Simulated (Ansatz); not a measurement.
**Dielectric response of NaCl (001) films**

How well do thin rocksalt NaCl (001) films screen a perpendicular field?

Method: plane-wave DFT, PBE, Ansatz PAW (set soft_1); PAW set soft_1, in the first sound run; inputs show where later runs differ, in Ansatz 0.2.0.

### Step 1. Starting point

The cell holds 6 atoms: 3 Na and 3 Cl. Cell: a = 3.988 Å, b = 3.988 Å, c = 23.640 Å, α = 90.0°, β = 90.0°, γ = 90.0°. It derives from NaCl (rocksalt NaCl). Vacuum lies along c.

### Step 2. Relaxing the film, 6 atoms, units 3

The structure is relaxed first, because levels and dipoles at a surface follow the positions of the outer atoms.

Contents of input.yaml:

```yaml
crystal:
  lattice:
    - [3.98808225, 0.0, 0.0]
    - [0.0, 3.98808225, 0.0]
    - [0.0, 0.0, 23.64]
  atoms:
    - { symbol: Na, position: [0.5, 0.5, 0.3807106599] }
    - { symbol: Cl, position: [0.0, 0.0, 0.3807106599] }
    - { symbol: Na, position: [0.0, 0.0, 0.5] }
    - { symbol: Cl, position: [0.5, 0.5, 0.5] }
    - { symbol: Na, position: [0.5, 0.5, 0.6192893401] }
    - { symbol: Cl, position: [0.0, 0.0, 0.6192893401] }
kpoints:
  mp_grid: { grid: [8, 8, 1] }
hamiltonian:
  xc: pbe
  pseudopotentials: { kind: paw, azcp: { folder: soft_1 } }
scf:
  occupations: { method: fixed }
  convergence: { dr2_threshold: 1.0e-09 }
efield:
  axis: 3
  dipole_correction: true
  ramp_position: 0.97
  ramp_width: 0.06
relax:
  f_tol: 0.003
  max_steps: 100
output:
  write_potential: true
  write_density: true
  volumetric_format: npy
```

The run is started by

```sh
> ansatz run input.yaml --threads 4 --pin off --max-ram 8192MiB --backend cpu --events-out ev --progress --plain --runs-dir out
```

Numbers of over 12 decimals in the logs are rounded to 6 here.

Output:

```text
Engine: ansatz 0.2.0, aarch64-unknown-linux-gnu
Pseudopotentials: kind: paw
Pseudopotential: Na, paw, valence charge 9, recommended cutoff 420 eV (normal), soft_1/Na.paw.azcp
Pseudopotential: Cl, paw, valence charge 7, recommended cutoff 420 eV (normal), soft_1/Cl.paw.azcp
Functional definition: PBE
  parameter kappa = 0.804
  parameter beta = 0.066725
  exchange = pbe_x(kappa = kappa, mu = beta*pi^2/3)
  correlation = pbe_c(beta = beta)
Crystal: 6 atoms, lattice volume = 375.989 Å³
Basis set: ecut = 420 eV, 7399 PW (Γ), exchange–correlation on 54×54×320 points (8 copies of the dense FFT grid, shifted against one another)
Bands: 30, of which v1, the nominal top of the filled ones, is band 24 counted from 1 (23 counted from 0)
Symmetry: 8 space group operations
k-points: 15 of 64
Non-local potential: Na, projectors of the file, l = 0: 3, l = 1: 2, l = 2: 1
Non-local potential: Cl, projectors of the file, l = 0: 2, l = 1: 2, l = 2: 1
PAW form: soft (Blöchl's): semilocal exchange-correlation on the pseudo side does not see the compensation charge
PAW one-centre angular grid: Na, 110 points (default); XC on 64 Gauss nodes
PAW one-centre angular grid: Cl, 110 points (default); XC on 64 Gauss nodes
Initial density: superposition of atomic densities (neutral atoms: chi_scale 0, normalization atom)
Initial wavefunctions: pseudopotential atomic-orbital guess
Functional: x = pbe(κ = 0.804, μ = 0.219515), c = pbe(β = 0.066725)
SCF iter   1: F=—  HF=-7709.362557 eV  |F-HF|=—  |Δ(HF+E_count)|=         —  Δρ=1.76e-2  dr2=2.95e0  ethr=3.10e-3  p=-0.000 e·Å  D=-6.47e-16 V/Å  ΔV_dip=0.00 eV  dr2_dipole=1.75e-7  V_vac-E_F(+/−)=9.75/9.75 eV  ⟨swp⟩=5.9  Hψ=1733  notcnv=0  defer=53
efield: sawtooth ramp at fractional position 0.9700 (set: `efield.ramp_position`, or a place that a band, a saddle search or an elastic batch's reference lends), width 0.0600; the density the first Hamiltonian is built on has a dipole p = -0.000 e·Å; the dipole correction subtracts the counter field D = -6.47e-16 V/Å, which shifts the + side's vacuum level by +0.00 eV against the − side's; the planar-averaged density in the ramp window peaks in size at 1.5e-6 e/Å³
preconditioner: auto → Resta (q_TF=auto, 1.936 Å⁻¹)  ε∞=1.4  [insulator: Δε(μ)=5.997 eV  Ē_g=19.092 eV  n_scr=50 (ndim 8)  ℏωp=12.4 eV  f_vac=0.581  ε∞_Penn≈1.4  vacuum switching on, ρ_ref=2.6e-2 e/Å³]
SCF iter   2: F=—  HF=-7708.368619 eV  |F-HF|=—  |Δ(HF+E_count)|=   9.94e-1  Δρ=6.49e-3  dr2=1.96e-1  ethr=3.10e-3  p=-0.000 e·Å  D=-1.53e-4 V/Å  ΔV_dip=0.00 eV  dr2_dipole=1.78e-7  V_vac-E_F(+/−)=7.29/7.28 eV  ⟨swp⟩=2.9  Hψ=829  notcnv=0  defer=57
density mixer auto → msr1: gapped (density of states about μ 0.00 of a free-electron gas's, 50 screened modes)
SCF iter   3: F=—  HF=-7708.362719 eV  |F-HF|=—  |Δ(HF+E_count)|=   5.90e-3  Δρ=2.92e-3  dr2=3.35e-2  ethr=4.08e-4  p=0.000 e·Å  D=4.14e-5 V/Å  ΔV_dip=-0.00 eV  dr2_dipole=6.57e-9  V_vac-E_F(+/−)=6.68/6.68 eV  ⟨swp⟩=2.9  Hψ=500  notcnv=0  defer=60
SCF iter   4: F=—  HF=-7708.368034 eV  |F-HF|=—  |Δ(HF+E_count)|=   5.32e-3  Δρ=2.78e-4  dr2=2.53e-4  ethr=6.98e-5  p=-0.000 e·Å  D=-6.79e-5 V/Å  ΔV_dip=0.00 eV  dr2_dipole=4.04e-8  V_vac-E_F(+/−)=6.41/6.41 eV  ⟨swp⟩=2.5  Hψ=622  notcnv=0  defer=60
SCF iter   5: F=—  HF=-7708.368204 eV  |F-HF|=—  |Δ(HF+E_count)|=   1.70e-4  Δρ=9.33e-5  dr2=4.77e-5  ethr=5.28e-7  p=0.000 e·Å  D=3.66e-5 V/Å  ΔV_dip=-0.00 eV  dr2_dipole=1.53e-8  V_vac-E_F(+/−)=6.39/6.40 eV  ⟨swp⟩=2.5  Hψ=809  notcnv=0  defer=60
SCF iter   6: F=—  HF=-7708.368223 eV  |F-HF|=—  |Δ(HF+E_count)|=   1.87e-5  Δρ=2.32e-5  dr2=1.41e-6  ethr=9.93e-8  p=-0.000 e·Å  D=-8.63e-6 V/Å  ΔV_dip=0.00 eV  dr2_dipole=7.84e-10  V_vac-E_F(+/−)=6.40/6.40 eV  ⟨swp⟩=2.0  Hψ=611  notcnv=0  defer=60
SCF iter   7: F=—  HF=-7708.368324 eV  |F-HF|=—  |Δ(HF+E_count)|=   1.01e-4  Δρ=7.34e-6  dr2=2.14e-7  ethr=2.95e-9  p=0.000 e·Å  D=1.31e-5 V/Å  ΔV_dip=-0.00 eV  dr2_dipole=1.56e-9  V_vac-E_F(+/−)=6.40/6.40 eV  ⟨swp⟩=2.0  Hψ=776  notcnv=0  defer=55
SCF iter   8: F=—  HF=-7708.368324 eV  |F-HF|=—  |Δ(HF+E_count)|=   7.02e-9  Δρ=1.17e-6  dr2=6.08e-9  ethr=4.46e-10  p=-0.000 e·Å  D=-1.43e-6 V/Å  ΔV_dip=0.00 eV  dr2_dipole=1.49e-11  V_vac-E_F(+/−)=6.40/6.40 eV  ⟨swp⟩=2.9  Hψ=879  notcnv=0  defer=57
SCF iter   9: F=-7708.368324 eV  HF=-7708.368324 eV  |F-HF|=8.00e-11  |Δ(HF+E_count)|=   2.08e-9  Δρ=3.86e-7  dr2=4.70e-10  ethr=2.08e-12  p=0.000 e·Å  D=1.44e-6 V/Å  ΔV_dip=-0.00 eV  dr2_dipole=1.93e-11  V_vac-E_F(+/−)=6.40/6.40 eV  ⟨swp⟩=8.1  Hψ=2567  notcnv=0
SCF 1 converged in 9 iterations: F = -7708.368324 eV  dr2 = 4.70e-10
  greatest PAW one-centre occupation: 0.999 electrons in one spin orbital (limit 2), on the Na atom at site 0 (counted from 0), in its partial waves of l = 0
relax step   1: F+E_penalty+E_count = -7708.36832379 eV  Δ(F+E_penalty+E_count) = +0.000e0 eV  max|allowed force component| = 1.931e-1 eV/Å  Δτ_max = 0.0000 Å  (9 SCF iters, accepted)
Initial density: handed on by an earlier stage of this run
Initial wavefunctions: those handed on with the density
iter 1 solved again at ethr=9.81e-5 eV; its pass at ethr=3.10e-3 eV (dr2=4.71e-2 eV) is discarded
SCF iter   1: F=—  HF=-7708.398051 eV  |F-HF|=—  |Δ(HF+E_count)|=         —  Δρ=1.14e-3  dr2=4.28e-2  ethr=9.81e-5  p=0.000 e·Å  D=1.44e-6 V/Å  ΔV_dip=-0.00 eV  dr2_dipole=4.31e-11  V_vac-E_F(+/−)=6.44/6.44 eV  ⟨swp⟩=1.6  Hψ=1553  notcnv=0  defer=51
efield: sawtooth ramp at fractional position 0.9700 (set: `efield.ramp_position`, or a place that a band, a saddle search or an elastic batch's reference lends), width 0.0600; the density the first Hamiltonian is built on has a dipole p = 0.000 e·Å; the dipole correction subtracts the counter field D = 1.44e-6 V/Å, which shifts the + side's vacuum level by -0.00 eV against the − side's; the planar-averaged density in the ramp window peaks in size at 4.1e-7 e/Å³
preconditioner: auto → Resta (q_TF=auto, 1.936 Å⁻¹)  ε∞=1.7  [insulator: Δε(μ)=4.984 eV  Ē_g=11.167 eV  n_scr=50 (ndim 8)  ℏωp=9.4 eV  f_vac=0.618  ε∞_Penn≈1.7  vacuum switching on, ρ_ref=9.0e-3 e/Å³]
SCF iter   2: F=—  HF=-7708.386208 eV  |F-HF|=—  |Δ(HF+E_count)|=   1.18e-2  Δρ=6.26e-4  dr2=2.26e-3  ethr=8.92e-5  p=-0.000 e·Å  D=-5.32e-7 V/Å  ΔV_dip=0.00 eV  dr2_dipole=1.75e-12  V_vac-E_F(+/−)=6.69/6.69 eV  ⟨swp⟩=3.2  Hψ=623  notcnv=0  defer=60  κ⁻¹=1.0e0(r=1)
density mixer auto → broyden: gapped, where msr1 would fit the directions that read negative (density of states about μ 0.00 of a free-electron gas's, 50 screened modes)
[...]
SCF iter   2: F=—  HF=-7708.386076 eV  |F-HF|=—  |Δ(HF+E_count)|=   1.57e-4  Δρ=7.27e-5  dr2=4.80e-5  ethr=1.12e-6  p=-0.000 e·Å  D=-4.80e-7 V/Å  ΔV_dip=0.00 eV  dr2_dipole=8.56e-14  V_vac-E_F(+/−)=6.76/6.76 eV  ⟨swp⟩=2.2  Hψ=707  notcnv=0  defer=60  κ⁻¹=1.0e0(r=1)
density mixer auto → broyden: gapped, where msr1 would fit the directions that read negative (density of states about μ 0.00 of a free-electron gas's, 50 screened modes)
SCF iter   3: F=—  HF=-7708.386064 eV  |F-HF|=—  |Δ(HF+E_count)|=   1.21e-5  Δρ=3.22e-5  dr2=9.24e-6  ethr=1.00e-7  p=-0.000 e·Å  D=-3.70e-7 V/Å  ΔV_dip=0.00 eV  dr2_dipole=1.91e-14  V_vac-E_F(+/−)=6.75/6.75 eV  ⟨swp⟩=2.2  Hψ=533  notcnv=0  defer=57  κ⁻¹=3.3e-2(r=2)
SCF iter   4: F=—  HF=-7708.386065 eV  |F-HF|=—  |Δ(HF+E_count)|=   3.44e-7  Δρ=1.34e-5  dr2=4.12e-7  ethr=1.92e-8  p=-0.000 e·Å  D=-2.83e-7 V/Å  ΔV_dip=0.00 eV  dr2_dipole=3.64e-14  V_vac-E_F(+/−)=6.74/6.74 eV  ⟨swp⟩=2.0  Hψ=597  notcnv=0  defer=41  κ⁻¹=5.0e-4(r=3)
SCF iter   5: F=—  HF=-7708.386168 eV  |F-HF|=—  |Δ(HF+E_count)|=   1.03e-4  Δρ=2.16e-6  dr2=2.75e-8  ethr=8.58e-10  p=-0.000 e·Å  D=-3.90e-7 V/Å  ΔV_dip=0.00 eV  dr2_dipole=7.34e-14  V_vac-E_F(+/−)=6.74/6.74 eV  ⟨swp⟩=2.0  Hψ=612  notcnv=0  defer=28  κ⁻¹=1.7e-4(r=4)
SCF iter   6: F=—  HF=-7708.386168 eV  |F-HF|=—  |Δ(HF+E_count)|=   1.12e-8  Δρ=7.77e-7  dr2=1.80e-9  ethr=5.72e-11  p=-0.000 e·Å  D=-3.17e-7 V/Å  ΔV_dip=0.00 eV  dr2_dipole=5.67e-16  V_vac-E_F(+/−)=6.74/6.74 eV  ⟨swp⟩=2.0  Hψ=562  notcnv=0  defer=32  κ⁻¹=4.9e-6(r=5)
SCF iter   7: F=-7708.386168 eV  HF=-7708.386168 eV  |F-HF|=1.63e-10  |Δ(HF+E_count)|=   1.16e-9  Δρ=2.65e-7  dr2=3.04e-10  ethr=2.08e-12  p=-0.000 e·Å  D=-3.08e-7 V/Å  ΔV_dip=0.00 eV  dr2_dipole=2.66e-15  V_vac-E_F(+/−)=6.74/6.74 eV  ⟨swp⟩=8.1  Hψ=2531  notcnv=0
SCF 3 converged in 7 iterations: F = -7708.386168 eV  dr2 = 3.04e-10
relax step   3: F+E_penalty+E_count = -7708.38616786 eV  Δ(F+E_penalty+E_count) = -6.793e-4 eV  max|allowed force component| = 7.813e-3 eV/Å  Δτ_max = 0.0118 Å  (7 SCF iters, accepted)
SCF iter   1: F=—  HF=-7708.386140 eV  |F-HF|=—  |Δ(HF+E_count)|=         —  Δρ=7.14e-5  dr2=4.58e-5  ethr=2.80e-6  p=-0.000 e·Å  D=-3.08e-7 V/Å  ΔV_dip=0.00 eV  dr2_dipole=9.15e-13  V_vac-E_F(+/−)=6.74/6.74 eV  ⟨swp⟩=3.3  Hψ=940  notcnv=0  defer=58
efield: sawtooth ramp at fractional position 0.9700 (set: `efield.ramp_position`, or a place that a band, a saddle search or an elastic batch's reference lends), width 0.0600; the density the first Hamiltonian is built on has a dipole p = -0.000 e·Å; the dipole correction subtracts the counter field D = -3.08e-7 V/Å, which shifts the + side's vacuum level by +0.00 eV against the − side's; the planar-averaged density in the ramp window peaks in size at 1.3e-6 e/Å³
preconditioner: auto → Resta (q_TF=auto, 1.936 Å⁻¹)  ε∞=1.7  [insulator: Δε(μ)=5.015 eV  Ē_g=11.228 eV  n_scr=50 (ndim 8)  ℏωp=9.4 eV  f_vac=0.616  ε∞_Penn≈1.7  vacuum switching on, ρ_ref=9.1e-3 e/Å³]
SCF iter   2: F=—  HF=-7708.386136 eV  |F-HF|=—  |Δ(HF+E_count)|=   4.03e-6  Δρ=3.32e-5  dr2=4.31e-6  ethr=9.54e-8  p=-0.000 e·Å  D=-1.97e-8 V/Å  ΔV_dip=0.00 eV  dr2_dipole=4.64e-15  V_vac-E_F(+/−)=6.74/6.74 eV  ⟨swp⟩=2.0  Hψ=688  notcnv=0  defer=58  κ⁻¹=1.0e0(r=1)
density mixer auto → broyden: gapped, where msr1 would fit the directions that read negative (density of states about μ 0.00 of a free-electron gas's, 50 screened modes)
SCF iter   3: F=—  HF=-7708.386238 eV  |F-HF|=—  |Δ(HF+E_count)|=   1.01e-4  Δρ=1.62e-5  dr2=1.09e-6  ethr=8.98e-9  p=0.000 e·Å  D=4.82e-9 V/Å  ΔV_dip=-0.00 eV  dr2_dipole=9.47e-16  V_vac-E_F(+/−)=6.74/6.74 eV  ⟨swp⟩=1.5  Hψ=447  notcnv=0  defer=35  κ⁻¹=2.8e-2(r=2)
SCF iter   4: F=—  HF=-7708.386238 eV  |F-HF|=—  |Δ(HF+E_count)|=   3.19e-7  Δρ=2.20e-6  dr2=1.12e-8  ethr=2.26e-9  p=0.000 e·Å  D=2.70e-8 V/Å  ΔV_dip=-0.00 eV  dr2_dipole=1.01e-14  V_vac-E_F(+/−)=6.74/6.74 eV  ⟨swp⟩=2.0  Hψ=560  notcnv=0  defer=48  κ⁻¹=2.5e-4(r=3)
SCF iter   5: F=—  HF=-7708.386238 eV  |F-HF|=—  |Δ(HF+E_count)|=   3.74e-8  Δρ=6.71e-7  dr2=1.12e-9  ethr=2.08e-12  p=0.000 e·Å  D=7.55e-8 V/Å  ΔV_dip=-0.00 eV  dr2_dipole=7.74e-15  V_vac-E_F(+/−)=6.74/6.74 eV  ⟨swp⟩=8.1  Hψ=2603  notcnv=0  κ⁻¹=3.5e-5(r=4)
SCF iter   6: F=-7708.386238 eV  HF=-7708.386238 eV  |F-HF|=8.59e-10  |Δ(HF+E_count)|=   3.16e-9  Δρ=2.45e-7  dr2=2.08e-10  ethr=2.08e-12  p=0.000 e·Å  D=3.92e-8 V/Å  ΔV_dip=-0.00 eV  dr2_dipole=1.10e-15  V_vac-E_F(+/−)=6.74/6.74 eV  ⟨swp⟩=7.9  Hψ=2297  notcnv=0
SCF 4 converged in 6 iterations: F = -7708.386238 eV  dr2 = 2.08e-10
relax step   4: F+E_penalty+E_count = -7708.38623801 eV  Δ(F+E_penalty+E_count) = -7.015e-5 eV  max|allowed force component| = 2.070e-3 eV/Å  Δτ_max = 0.0054 Å  (6 SCF iters, accepted)
NSCF: frozen V_eff on 15 k-points
the band table was solved once a step of the walk had ended and its energy, with any forces and stress, was formed, with the checks that follow a solve (3094 applications of the Hamiltonian). They found nothing against the state; the energy, forces and stress were not computed again (output.eigenvalues in the input reference)
SCF converged after 6 iterations
Stability not checked: this state was not tested for a lower state beside it, because the mixer in use, unlike msr1, does not test its closes by its own steps (another_mixer; see scf.mixing.algorithm and scf.lower_state_search)
Free energy (F): -7708.386238 eV
Harris-Foulkes:  -7708.386238 eV  (|F-HF|=8.59e-10)
Internal energy: -7708.386238 eV  (E = F + TS)
E sigma→0 (E₀):  -7708.386238 eV
Fermi energy:    -3.946919 eV
Dipole field:    D = 0.000000 V/Å  (p = 0.000000 e·Å, saw-weighted, corrected)
Work function:   Φ+ = 6.7379 eV   Φ− = 6.7379 eV
Levels:          The Fermi level and band energies are counted from a zero that moves with the ramp; work functions are not
--- Per-component energies (eV) ---
  E_band       = -946.468656
  E_kinetic    = 799.995247
  E_local      = -27248.367745  (includes V_loc(G=0)·N_el)
  E_nonlocal   = 928.261054
  E_hartree    = 12686.726974
  E_xc         = -435.912838
  E_vxc        = -495.307045  (∫ρ·V_xc dr)
  E_paw        = -2857.329844  (= ΣΔE_a)
  E_vpaw       = -304.505326  (= ΣTr[D̂ρ^β])
  E_aug_tail   = 0.000414  (compensation charges beyond the density's cutoff)
  E_efield     = 0.000000  (sawtooth field / dipole correction)
  E_vefield    = -0.000000  (∫n·V_field dr)
  E_ewald      = 8418.240499
  E_smearing   = -0.000000  (= −TS)
  E_closure    = 0.000000  (closes the sum)
  Σ components = -7708.386238   (vs F -7708.386238, Δ=0.00e0)
--- Forces (eV/Å), atoms counted from 1 ---
  atom   1  Na    -0.00000000     0.00000000    -0.00113633
  atom   2  Cl     0.00000000     0.00000000    -0.00207041
  atom   3  Na     0.00000000     0.00000000    -0.00000026
  atom   4  Cl     0.00000000     0.00000000     0.00000048
  atom   5  Na     0.00000000     0.00000000     0.00113598
  atom   6  Cl    -0.00000000     0.00000000     0.00207049
  max |Σ_I F_I| component: 5.85e-8 eV/Å
--- Band table (eV; the first three rows and the last of 15) ---
  k-point 0: bands = [... 20 lower, -4.0510, -4.0510, -3.9469, -3.9469, 1.0692, 1.5982, 2.5740, 3.1032, ... 2 higher]
  k-point 1: bands = [... 20 lower, -4.1374, -4.0433, -4.0151, -3.9515, 1.3560, 1.7818, 2.7222, 3.2557, ... 2 higher]
  k-point 2: bands = [... 20 lower, -4.2139, -4.0650, -4.0246, -3.9658, 2.0429, 2.2357, 3.0793, 3.6222, ... 2 higher]
  k-point 14: bands = [... 20 lower, -4.6673, -4.6673, -4.2053, -4.1333, 3.4172, 3.8184, 3.9931, 4.4591, ... 2 higher]
--- Relaxed structure (4 steps of the walk, 4 accepted, 0 SCFs on fresh bases) ---
  F+E_penalty+E_count = -7708.38623801 eV   max|allowed force component| = 2.070e-3 eV/Å
  atoms:
    - { symbol: Na, position: [0.5, 0.5, 0.381763] }
    - { symbol: Cl, position: [0, 0.0, 0.377498] }
    - { symbol: Na, position: [0, 0.0, 0.500000] }
    - { symbol: Cl, position: [0.5, 0.5, 0.500000] }
    - { symbol: Na, position: [0.5, 0.5, 0.618237] }
    - { symbol: Cl, position: [0, 0.0, 0.622502] }
```

The job ended after 12 s (4 threads of Arm Neoverse V1, shared host; peak memory 0.6 GiB; 48 s of CPU time).

Step by step:

```tsv
step	energy less that of the first step (eV)	largest force component (eV/Å)
1	0.0000	0.1931
2	-0.0172	0.0399
3	-0.0178	0.0078
4	-0.0179	0.0021
```

Forces are held to the 8 operations that the run works with; a distortion that breaks them can't arise in this run.

The atoms that moved most (Å):

```tsv
atom	dx	dy	dz	length
Cl2	0.000	0.000	-0.076	0.076
Cl6	0.000	0.000	0.076	0.076
Na1	0.000	0.000	0.025	0.025
Na5	0.000	0.000	-0.025	0.025
```

Final coordinates:

```xyz
6
Lattice="3.9881 0.0000 0.0000 0.0000 3.9881 0.0000 0.0000 0.0000 23.6400" Properties=species:S:1:pos:R:3
Na    1.9940    1.9940    9.0249
Cl    0.0000    0.0000    8.9241
Na    0.0000    0.0000   11.8200
Cl    1.9940    1.9940   11.8200
Na    1.9940    1.9940   14.6151
Cl    0.0000    0.0000   14.7159
```

Numbers from this step:

| Quantity | Value |
| --- | --- |
| gap on the k-mesh | 5.016 eV |
| dipole along the normal | 1.49e-7 e·Å |
| ionisation energy, upper face | 6.738 eV |
| electron affinity, upper face | 1.722 eV |

Running mean over 2.82 Å of the planar mean; the ramp of the sawtooth is left out. Table of electron's electrostatic potential energy less the highest filled level by z:

```tsv
z (Å)	electron's electrostatic potential energy less the highest filled level (eV)
3	6.74
4	6.74
5	6.74
6	6.70
7	5.95
8	1.90
9	0.879
10	0.926
11	0.844
12	0.768
13	0.900
14	0.880
15	0.978
16	3.41
17	6.49
18	6.73
19	6.74
20	6.74
```

The relaxation took 4 steps and lowered the energy by 0.018 eV; the largest force on the free atoms ends at 0.0021 eV/Å.

The gap is 5.02 eV, with the valence edge 6.74 eV and the conduction edge 1.72 eV under the upper vacuum level.

(Part 1 of 5 ends here.)

[Logs are printed without paths, hosts, clocks, repeated set-up lines and the standing remarks that a program may print on its own settings, such as how far it seeks lower states.]

[Hosts, paths, dates, database ids (printed as entryN), source tags and the programs' standing remarks are cut or masked in the printed files.]

[Maps of the electrostatic potential energy from Ansatz leave out the sawtooth potential of an applied field or a dipole correction, so their vacuum need not be flat; planar profiles and work functions include it.]
